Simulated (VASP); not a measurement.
# TiO2 (Rutile) (P4_2/mnm) in VASP: a series of runs

One crystal, TiO2 (Rutile), is run at these levels: PBEsol, PBE+D3(BJ); tasks: relaxation of cell and atoms.

All numbers are computed with VASP 6.6.1; they aren't measurements. Logs are shortened: lines on timing, memory, paths and dates and some standing lists are left out, and cuts for length are marked.

## Step 1: Starting point

It takes space group P4_2/mnm (No. 136, tetragonal). Conventional cell: a = 4.592 Å, b = 4.592 Å, c = 2.942 Å, α = 90.00°, β = 90.00°, γ = 90.00°. Ti (site symmetry mmm) is surrounded by 6 O at 1.94 to 1.98 Å. Around O (site symmetry m2m) lie 3 Ti at 1.94 to 1.98 Å.

## Step 2: Relaxation of cell and atoms, PBEsol

Contents of INCAR:

```
SYSTEM = TiO2
ALGO     = Normal         ! electronic algorithm
EDIFF    = 1E-7           ! SCF threshold, eV
EDIFFG   = -0.005         ! ionic threshold
ENCUT    = 600            ! plane-wave cutoff, eV
GGA      = PS             ! functional
IBRION   = 2              ! ionic algorithm
ISIF     = 3              ! what is computed and relaxed
ISMEAR   = 0              ! smearing method
KPAR     = 4            
LASPH    = .True.         ! aspherical terms in the spheres
LCHARG   = .False.        ! write CHGCAR
LREAL    = .False.        ! projectors in reciprocal space
LWAVE    = .False.        ! write WAVECAR
NELM     = 80             ! most SCF steps
NSW      = 90             ! ionic steps
PREC     = Accurate       ! precision mode
SIGMA    = 0.03           ! smearing width, eV
```

Contents of KPOINTS:

```
k-points
0
Gamma
  6 6 10
  0 0 0
```

Contents of POSCAR:

```
TiO2                                    
1.0
    4.5924156956      0.0000000000      0.0000000000
   -0.0000000000      4.5924156956      0.0000000000
    0.0000000000      0.0000000000      2.9417133062
  Ti              O             
     2     4
Direct
     1.0000000000000000    0.0000000000000000    0.0000000000000000
     0.5000000000000000    0.5000000000000000    0.5000000000000000
     0.3042848952518264    0.3042848952518264    1.0000000000000000
     0.1957151047481736    0.8042848952518266    0.5000000000000000
     0.6957151047481734    0.6957151047481734    0.0000000000000000
     0.8042848952518266    0.1957151047481736    0.5000000000000000
```

Potentials or basis: VASP PAW PBE potentials, release 64 (Ti_sv, O).

Run with:

```sh
$ cat potpaw_PBE.64/Ti_sv/POTCAR potpaw_PBE.64/O/POTCAR > POTCAR
$ mpirun -np 4 vasp_std > vasp.out
```

OUTCAR:

```text
SYSTEM = TiO2
   EDIFF = 1E-7
   EDIFFG = -0.005
   ENCUT = 600
   GGA = PS
   IBRION = 2
   ISIF = 3
   ISMEAR = 0
   LASPH = .True.
   LREAL = .False.
   NELM = 80
   NSW = 90
   PREC = Accurate

 ion  position               nearest neighbor table
   1  0.000  0.000  0.000-   4 1.94   6 1.94   4 1.94   6 1.94   5 1.98   3 1.98
   2  0.500  0.500  0.500-   3 1.94   5 1.94   3 1.94   5 1.94   4 1.98   6 1.98
   3  0.304  0.304  0.000-   2 1.94   2 1.94   1 1.98
   4  0.196  0.804  0.500-   1 1.94   1 1.94   2 1.98
   5  0.696  0.696  0.000-   2 1.94   2 1.94   1 1.98
   6  0.804  0.196  0.500-   1 1.94   1 1.94   2 1.98

  LATTYP: Found a simple tetragonal cell.
 ALAT       =     4.5924156956
 C/A-ratio  =     0.6405590219

  Lattice vectors:

 A1 = (   4.5924156956,   0.0000000000,   0.0000000000)
 A2 = (   0.0000000000,   4.5924156956,   0.0000000000)
 A3 = (   0.0000000000,   0.0000000000,   2.9417133062)

Analysis of symmetry for initial positions (statically):
=====================================================================
 Subroutine PRICEL returns:
 Original cell was already a primitive cell.

 Routine SETGRP: Setting up the symmetry group for a
 simple tetragonal supercell.

 Subroutine GETGRP returns: Found 16 space group operations
 (whereof  8 operations were pure point group operations)
 out of a pool of 16 trial point group operations.

The static configuration has the point symmetry D_2h.
 The point group associated with its full space group is D_4h.

Analysis of symmetry for dynamics (positions and initial velocities):
=====================================================================
 Subroutine PRICEL returns:
 Original cell was already a primitive cell.

 Routine SETGRP: Setting up the symmetry group for a
 simple tetragonal supercell.

 Subroutine GETGRP returns: Found 16 space group operations
 (whereof  8 operations were pure point group operations)
 out of a pool of 16 trial point group operations.

The dynamic configuration has the point symmetry D_2h.
 The point group associated with its full space group is D_4h.

 Subroutine INISYM returns: Found 16 space group operations
 (whereof  8 operations are pure point group operations),
 and found     1 'primitive' translations

----------------------------------------------------------------------------------------

                                     Primitive cell

  volume of cell :      62.0416

  direct lattice vectors                    reciprocal lattice vectors
     4.592415696  0.000000000  0.000000000     0.217750323  0.000000000  0.000000000
     0.000000000  4.592415696  0.000000000     0.000000000  0.217750323  0.000000000
     0.000000000  0.000000000  2.941713306     0.000000000  0.000000000  0.339937953

  length of vectors
     4.592415696  4.592415696  2.941713306     0.217750323  0.217750323  0.339937953

  position of ions in fractional coordinates (direct lattice)
     0.000000000  0.000000000  0.000000000
     0.500000000  0.500000000  0.500000000
     0.304284895  0.304284895  0.000000000
     0.195715105  0.804284895  0.500000000
     0.695715105  0.695715105  0.000000000
     0.804284895  0.195715105  0.500000000

  ion indices of the primitive-cell ions
   primitive index   ion index
                 1           1
                 2           2
                 3           3
                 4           4
                 5           5
                 6           6

----------------------------------------------------------------------------------------

 KPOINTS: k-points

Automatic generation of k-mesh.
 Grid dimensions read from file:
 generate k-points for:    6    6   10

 Generating k-lattice:

  Cartesian coordinates                     Fractional coordinates (reciprocal lattice)
     0.036291720  0.000000000  0.000000000     0.166666667  0.000000000  0.000000000
     0.000000000  0.036291720  0.000000000     0.000000000  0.166666667  0.000000000
     0.000000000  0.000000000  0.033993795     0.000000000  0.000000000  0.100000000

  Length of vectors
     0.036291720  0.036291720  0.033993795

  Shift w.r.t. Gamma in fractional coordinates (k-lattice)
     0.000000000  0.000000000  0.000000000
[... 39 lines left out ...]
   NGX,Y,Z   is equivalent  to a cutoff of  14.48, 14.48, 13.56 a.u.
   NGXF,Y,Z  is equivalent  to a cutoff of  28.96, 28.96, 27.13 a.u.
 SYSTEM =  TiO2
   PREC   = accura    normal or accurate (medium, high low for compatibility)
   ISTART =      0    job   : 0-new  1-cont  2-samecut
   ICHARG =      2    charge: 1-file 2-atom 10-const
   ISPIN  =      1    spin polarized calculation?
   LNONCOLLINEAR =      F non collinear calculations
   LSORBIT =      F    spin-orbit coupling
   LASPH  =      T    aspherical Exc in radial PAW
   ENCUT  =  600.0 eV  44.10 Ry    6.64 a.u.   9.17  9.17  5.88*2*pi/ulx,y,z
   NELM   =     80;   NELMIN=  2; NELMDL= -5     # of ELM steps
   EDIFF  = 0.1E-06   stopping-criterion for ELM
[... 40 lines left out ...]

 number of electron      47.9999990 magnetization

 Free energy of the ion-electron system (eV)
  ---------------------------------------------------
  ext. energy  EPLUGINS =         0.00000000
  ---------------------------------------------------
  free energy    TOTEN  =       -56.10684034 eV

  energy without entropy =      -56.10684034  energy(sigma->0) =      -56.10684034

------------------------ aborting loop because EDIFF is reached ----------------------------------------

  FORCE on cell =-STRESS in cart. coord.  units (eV):
  Direction    XX          YY          ZZ          XY          YZ          ZX
  --------------------------------------------------------------------------------------
  -------------------------------------------------------------------------------------
  Total        0.0078928      0.0078928      0.0011677      0.0000000      0.0000000      0.0000000
  in kB        0.2038249      0.2038249      0.0301559      0.0000000      0.0000000      0.0000000
  external PRESSURE =       0.1459352 kB  Pullay stress =       0.0000000 kB

 VOLUME and BASIS-vectors are now :
 -----------------------------------------------------------------------------
  energy-cutoff  :      600.00
  volume of cell :       62.04
      direct lattice vectors                 reciprocal lattice vectors
     4.592415696  0.000000000  0.000000000     0.217750323  0.000000000  0.000000000
     0.000000000  4.592415696  0.000000000     0.000000000  0.217750323  0.000000000
     0.000000000  0.000000000  2.941713306     0.000000000  0.000000000  0.339937953

 POSITION                                       TOTAL-FORCE (eV/Angst)
 -----------------------------------------------------------------------------------
      0.00000      0.00000      0.00000         0.000000     -0.000000     -0.000000
      2.29621      2.29621      1.47086         0.000000     -0.000000     -0.000000
      1.39740      1.39740      0.00000         0.003812      0.003812      0.000000
      0.89881      3.69361      1.47086        -0.003812      0.003812     -0.000000
      3.19501      3.19501      0.00000        -0.003812     -0.003812     -0.000000
      3.69361      0.89881      1.47086         0.003812     -0.003812     -0.000000
 -----------------------------------------------------------------------------------
    total drift:                                0.000000      0.000000     -0.000000

  FREE ENERGIE OF THE ION-ELECTRON SYSTEM (eV)
  ---------------------------------------------------
  free  energy   TOTEN  =       -56.1068403364 eV

  energy  without entropy=      -56.1068403364  energy(sigma->0) =      -56.10684034

--------------------------------------- Ionic step        2  -------------------------------------------

 number of electron      47.9999990 magnetization

 Free energy of the ion-electron system (eV)
  ---------------------------------------------------
  ext. energy  EPLUGINS =         0.00000000
  ---------------------------------------------------
  free energy    TOTEN  =       -56.10684411 eV

  energy without entropy =      -56.10684411  energy(sigma->0) =      -56.10684411

 E-fermi :   4.9258     XC(G=0): -11.7344

 val. band max:        4.7876590197   @ k =   0.0000   0.0000   0.0000
 cond. band min:       6.6201659364   @ k =   0.0000   0.0000   0.0000
 fundamental gap:      1.8325069168
 Fermi energy:         4.9258056167

 k-point     1 :       0.0000    0.0000    0.0000
  band No.  band energies     occupation
      1     -51.8457      2.00000
      2     -51.8275      2.00000
      3     -28.2747      2.00000
      4     -28.2747      2.00000
      5     -28.1015      2.00000
      6     -28.1015      2.00000
[... 733 lines left out ...]
     27       7.9294      0.00000
     28       7.9294      0.00000

 [... further k-points ...]
[... 5 lines left out ...]
  --------------------------------------------------------------------------------------
  -------------------------------------------------------------------------------------
  Total        0.0062640      0.0062640     -0.0010032      0.0000000      0.0000000      0.0000000
  in kB        0.1617415      0.1617415     -0.0259029      0.0000000      0.0000000      0.0000000
  external PRESSURE =       0.0991934 kB  Pullay stress =       0.0000000 kB

 VOLUME and BASIS-vectors are now :
 -----------------------------------------------------------------------------
  energy-cutoff  :      600.00
  volume of cell :       62.05
      direct lattice vectors                 reciprocal lattice vectors
     4.592707137 -0.000000000  0.000000000     0.217736505  0.000000000  0.000000000
     0.000000000  4.592707137  0.000000000     0.000000000  0.217736505  0.000000000
     0.000000000  0.000000000  2.941740926     0.000000000  0.000000000  0.339934761

 POSITION                                       TOTAL-FORCE (eV/Angst)
 -----------------------------------------------------------------------------------
      0.00000      4.59271      2.94174         0.000000      0.000000      0.000000
      2.29635      2.29635      1.47087         0.000000      0.000000      0.000000
      1.39768      1.39768      0.00000         0.000599      0.000599     -0.000000
      0.89868      3.69403      1.47087        -0.000599      0.000599     -0.000000
      3.19503      3.19503      2.94174        -0.000599     -0.000599      0.000000
      3.69403      0.89868      1.47087         0.000599     -0.000599      0.000000
 -----------------------------------------------------------------------------------
    total drift:                               -0.000000     -0.000000     -0.000000

  FREE ENERGIE OF THE ION-ELECTRON SYSTEM (eV)
  ---------------------------------------------------
  free  energy   TOTEN  =       -56.1068441112 eV

  energy  without entropy=      -56.1068441112  energy(sigma->0) =      -56.10684411

 reached required accuracy - stopping structural energy minimisation
```

It took 22 s on 4 MPI ranks of Intel Xeon 6975P-C (Granite Rapids), shared host; peak memory 0.25 GiB.

What came out:

| Item | Value |
| --- | --- |
| Free energy | -56.1068 eV |
| Relaxed volume | 10.34 Å³/atom |
| Relaxed cell | a = 4.593 Å, b = 4.593 Å, c = 2.942 Å, α = 90.00°, β = 90.00°, γ = 90.00° |
| Space group after relaxing (to 0.05 Å) | P4_2/mnm (No. 136) |
| Energy gained by relaxing | 0.0 meV/atom |
| Ionic steps | 2 |
| Pressure after relaxing | 0.0 GPa |
| Band gap on the k mesh | 1.83 eV, direct |

Final structure:
```
CELL_PARAMETERS angstrom
4.59271 0.00000 0.00000
0.00000 4.59271 0.00000
0.00000 0.00000 2.94174
ATOMIC_POSITIONS crystal
Ti 0.00000 0.00000 0.00000
Ti 0.50000 0.50000 0.50000
O 0.30432 0.30432 0.00000
O 0.19567 0.80432 0.50000
O 0.69568 0.69568 0.00000
O 0.80432 0.19567 0.50000
```

Caveat: the PAW data sets were made with another functional, which shifts forces and pressure a little.

## Step 3: Relaxation of cell and atoms, PBE+D3(BJ)

This run uses another cell than the first one, of 10.39 Å³/atom, 1.005 times its volume.

Contents of INCAR:

```
SYSTEM = TiO2
ALGO = Normal
EDIFF = 1E-6
EDIFFG = -0.01
ENCUT = 600
GGA = PE
IBRION = 2
ISIF = 3
ISMEAR = 0
IVDW = 12
KPAR = 2
LASPH = .TRUE.
LCHARG = .FALSE.
LREAL = .FALSE.
LWAVE = .FALSE.
NELM = 80
NSW = 90
PREC = Accurate
SIGMA = 0.03
```

Contents of KPOINTS:

```
k-points
0
G
  6 6 10
  0 0 0
```

Contents of POSCAR:

```
TiO2
1.0
    4.5922000000      0.0000000000      0.0000000000
    0.0000000000      4.5922000000      0.0000000000
    0.0000000000      0.0000000000      2.9574000000
Ti O
2 4
Direct
    0.0000000000      0.0000000000      0.0000000000
    0.5000000000      0.5000000000      0.5000000000
    0.3049600000      0.3049600000      0.0000000000
    0.1950400000      0.8049600000      0.5000000000
    0.6950400000      0.6950400000      0.0000000000
    0.8049600000      0.1950400000      0.5000000000
```

Potentials or basis: VASP PAW PBE potentials, release 64 (Ti_sv, O).

Run with:

```sh
$ cat potpaw_PBE.64/Ti_sv/POTCAR potpaw_PBE.64/O/POTCAR > POTCAR
$ mpirun -np 2 vasp_std > vasp.out
```

It took 1.9 min on 2 MPI ranks of AMD EPYC 9R45 (Zen 5), shared host; peak memory 0.24 GiB.

It converged, with:

```
Free energy                            : -55.1484 eV
Relaxed volume                         : 10.47 Å³/atom
Relaxed cell                           : a = 4.609 Å, b = 4.609 Å, c = 2.957 Å, α = 90.00°, β = 90.00°, γ = 90.00°
Space group after relaxing (to 0.05 Å) : P4_2/mnm (No. 136)
Energy gained by relaxing              : 0.7 meV/atom
Ionic steps                            : 5
Pressure after relaxing                : 0.0 GPa
Largest force after relaxing           : 0.004 eV/Å
Band gap on the k mesh                 : 1.83 eV, direct
Dispersion energy per atom             : -0.247 eV
```

Forces on the atoms (eV/Å):
```
Ti   0.000  0.000  0.000
Ti   0.000  0.000  0.000
O    0.003  0.003  0.000
O   -0.003  0.003  0.000
O   -0.003 -0.003  0.000
O    0.003 -0.003  0.000
```

The path:
| step | energy change (eV) | largest force (eV/Å) | pressure (GPa) | volume (Å³) |
| --- | --- | --- | --- | --- |
| 1 | 0.0000 | 0.1279 | 1.86 | 62.37 |
| 2 | 0.0013 | 0.0784 | -2.42 | 63.46 |
| 3 | -0.0037 | 0.0304 | -0.16 | 62.87 |
| 4 | -0.0041 | 0.0023 | -0.04 | 62.84 |
| 5 | -0.0041 | 0.0043 | 0.02 | 62.83 |

Final structure:
```xyz
6
Lattice="4.6093 0.0000 0.0000 0.0000 4.6093 0.0000 0.0000 0.0000 2.9572" Properties=species:S:1:pos:R:3 pbc="T T T"
Ti    0.0000    0.0000    0.0000
Ti    2.3046    2.3046    1.4786
O     1.4022    1.4022    0.0000
O     0.9024    3.7069    1.4786
O     3.2071    3.2071    0.0000
O     3.7069    0.9024    1.4786
```

Levels at points of the mesh, in eV from the valence-band top:
```
           k point  band 21  band 22  band 23  band 24  band 25  band 26  band 27  band 28
(0.00, 0.00, 0.00)    -0.70    -0.46    -0.46     0.00     1.83     2.11     2.37     2.47
(0.50, 0.00, 0.00)    -1.63    -1.63    -0.74    -0.74     2.49     2.49     2.99     2.99
(0.50, 0.50, 0.00)    -1.30    -1.30    -1.08    -1.08     1.86     1.86     2.49     2.49
(0.00, 0.00, 0.50)    -2.34    -2.34    -1.42    -1.42     2.93     2.93     3.16     3.16
(0.50, 0.00, 0.50)    -2.03    -2.03    -1.03    -1.03     1.88     1.88     3.18     3.18
(0.50, 0.50, 0.50)    -1.28    -1.28    -0.68    -0.68     2.57     2.57     3.17     3.17
```

A k mesh can miss the band edges. Zero-point motion and thermal expansion aren't in these numbers.

## Step 4: Relaxation of cell and atoms, PBE+D3(BJ)

This run uses another cell than the first one, of 10.47 Å³/atom, 1.013 times its volume.

INCAR: that of step 3 with these lines changed.

```diff
@@ -2,4 +2,4 @@
 ALGO = Normal
-EDIFF = 1E-6
-EDIFFG = -0.01
+EDIFF = 1E-7
+EDIFFG = -0.005
 ENCUT = 600
```

KPOINTS is that of step 3.

Contents of POSCAR:

```
TiO2                                    
1.0
    4.6092719854      0.0000000000      0.0000000000
    0.0000000000      4.6092719854      0.0000000000
    0.0000000000      0.0000000000      2.9572393893
  Ti              O             
     2     4
Direct
     0.0000000000000000    0.0000000000000000    0.0000000000000000
     0.5000000000000000    0.5000000000000000    0.5000000000000000
     0.3042165568786416    0.3042165568786416    0.0000000000000000
     0.1957834431213584    0.8042165568786416    0.5000000000000000
     0.6957834431213584    0.6957834431213584    0.0000000000000000
     0.8042165568786416    0.1957834431213584    0.5000000000000000
```

Run with:

```sh
$ cat potpaw_PBE.64/Ti_sv/POTCAR potpaw_PBE.64/O/POTCAR > POTCAR
$ mpirun -np 2 vasp_std > vasp.out
```

It took 41 s on 2 MPI ranks of AMD EPYC 9R45 (Zen 5), shared host; peak memory 0.23 GiB.

It converged, with:

* Free energy: -55.1498 eV
* Pressure after relaxing: 0.0 GPa
* Largest force after relaxing: 0.005 eV/Å
* Band gap on the k mesh: 1.83 eV, direct
* Dispersion energy per atom: -0.247 eV

Forces in eV/Å, atoms in the order of the input:
```
Ti   0.000  0.000  0.000
Ti   0.000  0.000  0.000
O    0.003  0.003  0.000
O   -0.003  0.003  0.000
O   -0.003 -0.003  0.000
O    0.003 -0.003  0.000
```

Final structure:
```cif
data_structure
_symmetry_space_group_name_H-M 'P 1'
_symmetry_Int_Tables_number 1
_cell_length_a 4.6093
_cell_length_b 4.6093
_cell_length_c 2.9572
_cell_angle_alpha 90.000
_cell_angle_beta 90.000
_cell_angle_gamma 90.000
_cell_volume 62.83
loop_
_atom_site_label
_atom_site_type_symbol
_atom_site_fract_x
_atom_site_fract_y
_atom_site_fract_z
_atom_site_occupancy
Ti1 Ti 0.00000 0.00000 0.00000 1
Ti2 Ti 0.50000 0.50000 0.50000 1
O1 O 0.30422 0.30422 0.00000 1
O2 O 0.19578 0.80422 0.50000 1
O3 O 0.69578 0.69578 0.00000 1
O4 O 0.80422 0.19578 0.50000 1
```

Levels at points of the mesh, in eV from the valence-band top:
```csv
k point,band 22,band 23,band 24,band 25,band 26,band 27
"(0.00, 0.00, 0.00)",-0.46,-0.46,0.00,1.83,2.11,2.37
"(0.50, 0.00, 0.00)",-1.63,-0.74,-0.74,2.49,2.49,2.99
"(0.50, 0.50, 0.00)",-1.30,-1.08,-1.08,1.86,1.86,2.49
"(0.00, 0.00, 0.50)",-2.34,-1.42,-1.42,2.93,2.93,3.16
"(0.50, 0.00, 0.50)",-2.03,-1.03,-1.03,1.88,1.88,3.18
"(0.50, 0.50, 0.50)",-1.28,-0.68,-0.68,2.57,2.57,3.17
```

Caveat: the relaxation stopped at its first step, so nothing moved.
